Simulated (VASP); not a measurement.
# HCl (Fmmm) in VASP: notebook

One crystal, HCl, is run at these levels: PBEsol, r2SCAN; tasks: electric field gradients.

Everything below comes from runs of VASP 6.6.1. Logs are shortened: lines on timing, memory, paths and dates and some standing lists are left out, and cuts for length are marked.

## (1) The structure

It takes space group Fmmm (No. 69, orthorhombic). Conventional cell: a = 5.030 Å, b = 5.350 Å, c = 5.710 Å, α = 90.00°, β = 90.00°, γ = 90.00°. Around H (site symmetry mmm) lie 6 Cl at 2.52 to 2.85 Å. Cl (site symmetry mmm) has 6 H at 2.52 to 2.85 Å as nearest neighbours.

## (2) Electric field gradients, PBEsol

Input file INCAR:

```
SYSTEM = HCl
PREC = Accurate ; ENCUT = 520
EDIFF = 1E-8 ; ISMEAR = -1
SIGMA = 0.03 ; LREAL = .FALSE.
LASPH = .TRUE. ; NELM = 100
ALGO = Fast ; ISIF = 2
LWAVE = .FALSE. ; LCHARG = .FALSE.
GGA = PS ; LEFG = .TRUE.
NBANDS = 11
```

Input file KPOINTS:

```
Automatic mesh
0
G
  8 8 8
  0 0 0
```

Input file POSCAR:

```
HCl
1.0
    0.0000000000      2.6750000000      2.8550000000
    2.5150000000      0.0000000000      2.8550000000
    2.5150000000      2.6750000000      0.0000000000
H Cl
1 1
Direct
    0.0000000000      0.0000000000      0.0000000000
    0.5000000000      0.5000000000      0.5000000000
```

Potentials or basis: VASP PAW PBE potentials, release 64 (H, Cl).

Launch:

```sh
$ cat potpaw_PBE.64/H/POTCAR potpaw_PBE.64/Cl/POTCAR > POTCAR
$ mpirun -np 1 vasp_std > vasp.out
```

OUTCAR:

```text
SYSTEM = HCl
   PREC = Accurate
   ENCUT = 520
   EDIFF = 1E-8
   ISMEAR = -1
   LREAL = .FALSE.
   LASPH = .TRUE.
   NELM = 100
   ISIF = 2
   GGA = PS

 ion  position               nearest neighbor table
   1  0.000  0.000  0.000-
   2  0.500  0.500  0.500-

  LATTYP: Found a face centered orthorhombic cell.
 ALAT       =     5.0300000000
 B/A-ratio  =     1.0636182903
 C/A-ratio  =     1.1351888668

  Lattice vectors:

 A1 = (   0.0000000000,   2.6750000000,   2.8550000000)
 A2 = (   2.5150000000,   0.0000000000,   2.8550000000)
 A3 = (   2.5150000000,   2.6750000000,   0.0000000000)

Analysis of symmetry for initial positions (statically):
=====================================================================
 Subroutine PRICEL returns:
 Original cell was already a primitive cell.

 Routine SETGRP: Setting up the symmetry group for a
 face centered orthorhombic supercell.

 Subroutine GETGRP returns: Found  8 space group operations
 (whereof  8 operations were pure point group operations)
 out of a pool of  8 trial point group operations.

The static configuration has the point symmetry D_2h.

Analysis of symmetry for dynamics (positions and initial velocities):
=====================================================================
 Subroutine PRICEL returns:
 Original cell was already a primitive cell.

 Routine SETGRP: Setting up the symmetry group for a
 face centered orthorhombic supercell.

 Subroutine GETGRP returns: Found  8 space group operations
 (whereof  8 operations were pure point group operations)
 out of a pool of  8 trial point group operations.

The dynamic configuration has the point symmetry D_2h.

 Subroutine INISYM returns: Found  8 space group operations
 (whereof  8 operations are pure point group operations),
 and found     1 'primitive' translations

----------------------------------------------------------------------------------------

                                     Primitive cell

  volume of cell :      38.4147

  direct lattice vectors                    reciprocal lattice vectors
     0.000000000  2.675000000  2.855000000    -0.198807157  0.186915888  0.175131349
     2.515000000  0.000000000  2.855000000     0.198807157 -0.186915888  0.175131349
     2.515000000  2.675000000  0.000000000     0.198807157  0.186915888 -0.175131349

  length of vectors
     3.912371404  3.804766747  3.671627704     0.324241922  0.324241922  0.324241922

  position of ions in fractional coordinates (direct lattice)
     0.000000000  0.000000000  0.000000000
     0.500000000  0.500000000  0.500000000

  ion indices of the primitive-cell ions
   primitive index   ion index
                 1           1
                 2           2

----------------------------------------------------------------------------------------

 KPOINTS: Automatic mesh

Automatic generation of k-mesh.
 Grid dimensions read from file:
 generate k-points for:    8    8    8

 Generating k-lattice:

  Cartesian coordinates                     Fractional coordinates (reciprocal lattice)
    -0.024850895  0.023364486  0.021891419     0.125000000  0.000000000  0.000000000
     0.024850895 -0.023364486  0.021891419     0.000000000  0.125000000  0.000000000
     0.024850895  0.023364486 -0.021891419     0.000000000  0.000000000  0.125000000

  Length of vectors
     0.040530240  0.040530240  0.040530240

  Shift w.r.t. Gamma in fractional coordinates (k-lattice)
     0.000000000  0.000000000  0.000000000

 Subroutine IBZKPT returns following result:
 ===========================================

 Found     95 irreducible k-points:

 Following reciprocal coordinates:
            Coordinates               Weight
  0.000000  0.000000  0.000000      1.000000
  0.125000 -0.000000  0.000000      8.000000
  0.250000 -0.000000  0.000000      8.000000
  0.375000 -0.000000  0.000000      8.000000
  0.500000 -0.000000  0.000000      4.000000
  0.125000  0.125000  0.000000      2.000000
[... 16 lines left out ...]
  0.250000 -0.000000  0.125000      8.000000
  0.375000 -0.000000  0.125000      8.000000
 [... further k-points ...]
   k-points           NKPTS =     95   k-points in BZ     NKDIM =     95   number of bands    NBANDS=     11
   number of dos      NEDOS =    301   number of ions     NIONS =      2
   total plane-waves  NPLWV =  23520
   dimension x,y,z NGX =    30 NGY =   28 NGZ =   28
   dimension x,y,z NGXF=    60 NGYF=   56 NGZF=   56
   ions per type =               1   1
   NGX,Y,Z   is equivalent  to a cutoff of  12.75, 12.23, 12.68 a.u.
   NGXF,Y,Z  is equivalent  to a cutoff of  25.50, 24.47, 25.36 a.u.
 SYSTEM =  HCl
   PREC   = accura    normal or accurate (medium, high low for compatibility)
   ISTART =      0    job   : 0-new  1-cont  2-samecut
   ICHARG =      2    charge: 1-file 2-atom 10-const
   ISPIN  =      1    spin polarized calculation?
   LNONCOLLINEAR =      F non collinear calculations
   LSORBIT =      F    spin-orbit coupling
   LASPH  =      T    aspherical Exc in radial PAW
   ENCUT  =  520.0 eV  38.22 Ry    6.18 a.u.   7.27  7.07  6.83*2*pi/ulx,y,z
   NELM   =    100;   NELMIN=  2; NELMDL= -5     # of ELM steps
   EDIFF  = 0.1E-07   stopping-criterion for ELM
   LREAL  =      F    real-space projection
   EDIFFG = 0.1E-06   stopping-criterion for IOM
   NSW    =      0    number of steps for IOM
   IBRION =     -1    ionic relax: 0-MD 1-quasi-New 2-CG
   NFREE  =      0    steps in history (QN), initial steepest desc. (CG)
   ISIF   =      2    stress and relaxation
   ISYM   =      2    0-nonsym 1-usesym 2-fastsym
   POTIM  = 0.5000    time-step for ionic-motion
   TEBEG  =    0.0;   TEEND  =   0.0 temperature during run
   PSTRESS=    0.0 pullay stress
   NELECT =       8.0000    total number of electrons
   NUPDOWN=      -1.0000    fix difference up-down
   EMIN   =  10.00;   EMAX   =-10.00  energy-range for DOS
   EFERMI =   0.00;   METHOD = LEGACY
   ISMEAR =    -1;   SIGMA  =   0.03  broadening in eV -4-tet -1-fermi 0-gaus
   EFERMI_NEDOS =   21; number of points for ismear=-14 and -15
   IALGO  =     68    algorithm
   IMIX   =      4    mixing-type and parameters
     AMIX     =   0.40;   BMIX     =  1.00
     AMIX_MAG =   1.60;   BMIX_MAG =  1.00
  volume/ion in A,a.u.               =      19.21       129.62
  Fermi-wavevector in a.u.,A,eV,Ry     =   0.970373  1.833740 12.811579  0.941624
  Thomas-Fermi vector in A             =   2.100503
   LORBIT       =      0    0 simple, 1 ext, 2 COOP (PROOUT), +10 PAW based schemes
   GGA     = PS    functional components
   LHFCALC =     F    Hartree Fock is set to
   AEXX    =    0.0000 exact exchange contribution
   IVDW    =     0    specifies the selected vdW correction
   LEPSILON=     F    determine dielectric tensor
   LRPA    =     F    only Hartree local field effects (RPA)
 non-spin polarized calculation
 RMM-DIIS sequential band-by-band and
  energy-cutoff  :      520.00
  volume of cell :       38.41
 maximum number of plane-waves:      1050
 NGX is ok and might be reduce to    30

 number of electron       7.9999999 magnetization

 Free energy of the ion-electron system (eV)
  ---------------------------------------------------
  ext. energy  EPLUGINS =         0.00000000
  ---------------------------------------------------
  free energy    TOTEN  =        -3.26599133 eV

  energy without entropy =       -3.26459351  energy(sigma->0) =       -3.26529242

 E-fermi :  -1.8350     XC(G=0):  -8.0576

 val. band max:       -1.8576608968   @ k =   0.0000   0.0000   0.0000
 cond. band min:      -1.8121954562   @ k =   0.0000   0.0000   0.0000
 fundamental gap:      0.0454654406
 Fermi energy:        -1.8349762593

 k-point     1 :       0.0000    0.0000    0.0000
  band No.  band energies     occupation
      1     -15.1069      2.00000
      2      -2.0348      1.99744
      3      -1.9080      1.83884
      4      -1.8577      1.36104
      5      -1.8122      0.63757
      6       9.5038      0.00000
      7      10.3321      0.00000
      8      10.8677      0.00000
      9      11.3283      0.00000
     10      12.8130      0.00000
     11      13.9080      0.00000
[... 309 lines left out ...]
 k-point    24 :       0.3750   -0.0000    0.1250
  band No.  band energies     occupation
      1     -14.7231      2.00000
      2      -4.6284      2.00000
      3      -2.2208      1.99999
      4      -2.1603      1.99996
      5       0.2353      0.00000
      6       7.1466      0.00000
      7       9.2216      0.00000
      8      10.4592      0.00000
      9      11.6981      0.00000
     10      13.5335      0.00000
     11      14.7715      0.00000

 [... further k-points ...]

------------------------ aborting loop because EDIFF is reached ----------------------------------------

  FORCE on cell =-STRESS in cart. coord.  units (eV):
  Direction    XX          YY          ZZ          XY          YZ          ZX
  --------------------------------------------------------------------------------------
  -------------------------------------------------------------------------------------
  Total       -3.8639358     -2.4366199     -1.5036118      0.0000000      0.0000000      0.0000000
  in kB     -161.1545616   -101.6249826    -62.7116769      0.0000000      0.0000000      0.0000000
  external PRESSURE =    -108.4970737 kB  Pullay stress =       0.0000000 kB

 VOLUME and BASIS-vectors are now :
 -----------------------------------------------------------------------------
  energy-cutoff  :      520.00
  volume of cell :       38.41
      direct lattice vectors                 reciprocal lattice vectors
     0.000000000  2.675000000  2.855000000    -0.198807157  0.186915888  0.175131349
     2.515000000  0.000000000  2.855000000     0.198807157 -0.186915888  0.175131349
     2.515000000  2.675000000  0.000000000     0.198807157  0.186915888 -0.175131349

 POSITION                                       TOTAL-FORCE (eV/Angst)
 -----------------------------------------------------------------------------------
      0.00000      0.00000      0.00000         0.000000      0.000000      0.000000
      2.51500      2.67500      2.85500        -0.000000     -0.000000     -0.000000
 -----------------------------------------------------------------------------------
    total drift:                                0.000000     -0.000000      0.000000

  FREE ENERGIE OF THE ION-ELECTRON SYSTEM (eV)
  ---------------------------------------------------
  free  energy   TOTEN  =        -3.2659913323 eV

  energy  without entropy=       -3.2645935105  energy(sigma->0) =       -3.26529242

 Electric field gradients (V/A^2)
---------------------------------------------------------------------
 ion       V_xx      V_yy      V_zz      V_xy      V_xz      V_yz
---------------------------------------------------------------------
   1      -0.663     0.029     0.634    -0.001    -0.000    -0.000
   2      92.774    -8.643   -84.131    -0.000     0.000    -0.000
---------------------------------------------------------------------

 Electric field gradients after diagonalization (V/A^2)
 (convention: |V_zz| > |V_xx| > |V_yy|)
----------------------------------------------------------------------
 ion       V_xx      V_yy      V_zz     asymmetry (V_yy - V_xx)/ V_zz
----------------------------------------------------------------------
   1       0.634     0.029    -0.663       0.912
   2     -84.131    -8.643    92.774       0.814
----------------------------------------------------------------------

           NMR quadrupolar parameters

 Cq : quadrupolar parameter    Cq=e*Q*V_zz/h
 eta: asymmetry parameters     (V_yy - V_xx)/ V_zz
 Q  : nuclear electric quadrupole moment in mb (millibarn)
----------------------------------------------------------------------
 ion       Cq(MHz)       eta       Q (mb)
----------------------------------------------------------------------
   1      -0.002       0.912       1.000
   2       0.224       0.814       1.000
----------------------------------------------------------------------
```

It took 74 s on 1 thread of Intel Xeon Platinum 8488C (Sapphire Rapids), shared host; peak memory 0.17 GiB.

What came out:

```
Free energy            : -3.2660 eV
Pressure               : -10.8 GPa
Band gap on the k mesh : none (metal or under the smearing width)
```

Levels at points of the mesh, in eV from the Fermi level:
```tsv
k point	band 1	band 2	band 3	band 4	band 5	band 6	band 7	band 8
(0.00, 0.00, 0.00)	-13.27	-0.20	-0.07	-0.02	0.02	11.34	12.17	12.70
(0.50, 0.00, 0.00)	-12.80	-3.38	-0.35	-0.19	2.70	7.90	10.76	11.71
(0.50, 0.50, 0.00)	-12.78	-2.00	-0.80	-0.50	-0.08	9.62	11.78	15.38
(0.50, 0.00, 0.50)	-12.66	-2.04	-1.09	-0.49	-0.18	9.43	12.50	14.48
(0.00, 0.50, 0.50)	-12.59	-2.05	-1.07	-0.75	-0.24	9.11	13.25	14.47
```

Electric field gradients, principal values (V/Å²):
```csv
atom,Vxx,Vyy,Vzz
1 H,0.029,0.634,-0.663
2 Cl,-8.643,-84.131,92.774
```

Caveat: the PAW data sets were made with another functional, which shifts forces and pressure a little.

## (3) Electric field gradients, r2SCAN (volume scaled by 1.04)

Input file POSCAR:

```
HCl
1.0
    0.0000000000      2.7102014052      2.8925700979
    2.5480959006      0.0000000000      2.8925700979
    2.5480959006      2.7102014052      0.0000000000
H Cl
1 1
Direct
    0.0000000000      0.0000000000      0.0000000000
    0.5000000000      0.5000000000      0.5000000000
```

Input file INCAR.step1:

```
ALGO = Normal
EDIFF = 1E-4
ENCUT = 520
GGA = PE
ISMEAR = -1
LASPH = True
LCHARG = False
LREAL = False
LWAVE = True
NBANDS = 11
NELM = 100
PREC = Accurate
SIGMA = 0.03
```

Input file INCAR.step2:

```
ALGO = Normal
EDIFF = 1E-8
ENCUT = 520
ISIF = 2
ISMEAR = -1
ISTART = 1
LASPH = True
LCHARG = False
LEFG = True
LMIXTAU = True
LREAL = False
LWAVE = False
METAGGA = R2SCAN
NBANDS = 11
NELM = 100
PREC = Accurate
SIGMA = 0.03
```

Input file KPOINTS:

```
k-points
0
Gamma
  8 8 8
```

Potentials or basis: VASP PAW PBE potentials, release 64 (H, Cl).

Launch:

```sh
$ cat potpaw_PBE.64/H/POTCAR potpaw_PBE.64/Cl/POTCAR > POTCAR
$ cp INCAR.step1 INCAR
$ mpirun -np 1 vasp_std > vasp.out
$ cp INCAR.step2 INCAR
$ mpirun -np 1 vasp_std > vasp.out
```

OUTCAR:

```text
EDIFF = 1E-8
   ENCUT = 520
   ISIF = 2
   ISMEAR = -1
   ISTART = 1
   LASPH = True
   LREAL = False
   METAGGA = R2SCAN
   NELM = 100
   PREC = Accurate

 ion  position               nearest neighbor table
   1  0.000  0.000  0.000-
   2  0.500  0.500  0.500-

  LATTYP: Found a face centered orthorhombic cell.
 ALAT       =     5.0961918012
 B/A-ratio  =     1.0636182903
 C/A-ratio  =     1.1351888668

  Lattice vectors:

 A1 = (   0.0000000000,   2.7102014052,   2.8925700979)
 A2 = (   2.5480959006,   0.0000000000,   2.8925700979)
 A3 = (   2.5480959006,   2.7102014052,   0.0000000000)

Analysis of symmetry for initial positions (statically):
=====================================================================
 Subroutine PRICEL returns:
 Original cell was already a primitive cell.

 Routine SETGRP: Setting up the symmetry group for a
 face centered orthorhombic supercell.

 Subroutine GETGRP returns: Found  8 space group operations
 (whereof  8 operations were pure point group operations)
 out of a pool of  8 trial point group operations.

The static configuration has the point symmetry D_2h.

Analysis of symmetry for dynamics (positions and initial velocities):
=====================================================================
 Subroutine PRICEL returns:
 Original cell was already a primitive cell.

 Routine SETGRP: Setting up the symmetry group for a
 face centered orthorhombic supercell.

 Subroutine GETGRP returns: Found  8 space group operations
 (whereof  8 operations were pure point group operations)
 out of a pool of  8 trial point group operations.

[... 481 lines left out ...]
      2      -5.0785      2.00000
      3      -2.7709      1.99999
      4      -2.7156      1.99996
      5      -0.2708      0.00000
      6       7.4234      0.00000
      7       9.5229      0.00000
      8      10.7364      0.00000
      9      11.9428      0.00000
     10      13.8077      0.00000
     11      15.0112      0.00000

 [... further k-points ...]

------------------------ aborting loop because EDIFF is reached ----------------------------------------

  FORCE on cell =-STRESS in cart. coord.  units (eV):
  Direction    XX          YY          ZZ          XY          YZ          ZX
  --------------------------------------------------------------------------------------
  -------------------------------------------------------------------------------------
  Total       -3.9845897     -2.3715087     -1.3977062      0.0000000      0.0000000      0.0000000
  in kB     -159.7949200    -95.1051596    -56.0525356      0.0000000      0.0000000      0.0000000
  external PRESSURE =    -103.6508718 kB  Pullay stress =       0.0000000 kB

 VOLUME and BASIS-vectors are now :
 -----------------------------------------------------------------------------
  energy-cutoff  :      520.00
  volume of cell :       39.95
      direct lattice vectors                 reciprocal lattice vectors
     0.000000000  2.710201405  2.892570098    -0.196224954  0.184488134  0.172856658
     2.548095901  0.000000000  2.892570098     0.196224954 -0.184488134  0.172856658
     2.548095901  2.710201405  0.000000000     0.196224954  0.184488134 -0.172856658

 POSITION                                       TOTAL-FORCE (eV/Angst)
 -----------------------------------------------------------------------------------
      0.00000      0.00000      0.00000         0.000000     -0.000000     -0.000000
      2.54810      2.71020      2.89257        -0.000000      0.000000      0.000000
 -----------------------------------------------------------------------------------
    total drift:                                0.000000     -0.000000      0.000000

  FREE ENERGIE OF THE ION-ELECTRON SYSTEM (eV)
  ---------------------------------------------------
  free  energy   TOTEN  =        -7.2179619784 eV

  energy  without entropy=       -7.2169098986  energy(sigma->0) =       -7.21743594

 Electric field gradients (V/A^2)
---------------------------------------------------------------------
 ion       V_xx      V_yy      V_zz      V_xy      V_xz      V_yz
---------------------------------------------------------------------
   1      -0.769     0.074     0.695    -0.000    -0.000    -0.000
   2     103.115   -11.311   -91.804     0.000    -0.001    -0.000
---------------------------------------------------------------------

 Electric field gradients after diagonalization (V/A^2)
 (convention: |V_zz| > |V_xx| > |V_yy|)
----------------------------------------------------------------------
 ion       V_xx      V_yy      V_zz     asymmetry (V_yy - V_xx)/ V_zz
----------------------------------------------------------------------
   1       0.695     0.074    -0.769       0.807
   2     -91.804   -11.311   103.115       0.781
----------------------------------------------------------------------

           NMR quadrupolar parameters

 Cq : quadrupolar parameter    Cq=e*Q*V_zz/h
 eta: asymmetry parameters     (V_yy - V_xx)/ V_zz
 Q  : nuclear electric quadrupole moment in mb (millibarn)
----------------------------------------------------------------------
 ion       Cq(MHz)       eta       Q (mb)
----------------------------------------------------------------------
   1      -0.002       0.807       1.000
   2       0.249       0.781       1.000
----------------------------------------------------------------------
```

It took 4.1 min on 1 thread of Intel Xeon Platinum 8488C (Sapphire Rapids), shared host; peak memory 0.18 GiB.

Results:

* Free energy: -7.2180 eV
* Pressure: -10.4 GPa
* Band gap on the k mesh: none (metal or under the smearing width)

Levels at points of the mesh, in eV from the Fermi level:
```csv
k point,band 1,band 2,band 3,band 4,band 5,band 6,band 7,band 8,band 9
"(0.00, 0.00, 0.00)",-13.79,-0.22,-0.05,-0.01,0.07,12.04,13.06,13.55,13.97
"(0.50, 0.00, 0.00)",-13.36,-3.27,-0.36,-0.20,2.74,8.75,11.64,12.50,15.38
"(0.50, 0.50, 0.00)",-13.35,-1.86,-0.78,-0.48,0.04,10.49,12.60,16.17,16.37
"(0.50, 0.00, 0.50)",-13.24,-1.91,-1.05,-0.48,-0.06,10.26,13.32,15.48,15.65
"(0.00, 0.50, 0.50)",-13.18,-1.93,-1.01,-0.72,-0.12,9.92,14.09,15.47,16.03
```

Electric field gradients, principal values (V/Å²):
```tsv
atom	Vxx	Vyy	Vzz
1 H	0.074	0.695	-0.769
2 Cl	-11.311	-91.804	103.115
```

Caveat: the PAW data sets were made with another functional, which shifts forces and pressure a little.
